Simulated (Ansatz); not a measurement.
Ba (dhcp): energy against volume

Method: Ansatz 0.2.0, DFT, PBE, plane waves (420 eV) with PAW, scalar-relativistic.

The cell is scaled uniformly from the relaxed one, with fractional coordinates and shape fixed. Energies are extrapolated to zero smearing, pressures are those at the given smearing. Magnetic state: spin not included.

A Birch-Murnaghan fit gives V₀ = 64.00 Å³/atom, B₀ = 8.2 GPa, B₀′ = 2.5.

What are the energy above the minimum and the pressure at 56.405 Å³/atom?

26.6 meV/atom and 1.23 GPa as computed.

What are the energy above the minimum and the pressure at 66.661 Å³/atom?

2.7 meV/atom and -0.29 GPa as computed.

What are the energy above the minimum and the pressure at 71.789 Å³/atom?

21.1 meV/atom and -0.78 GPa as computed.
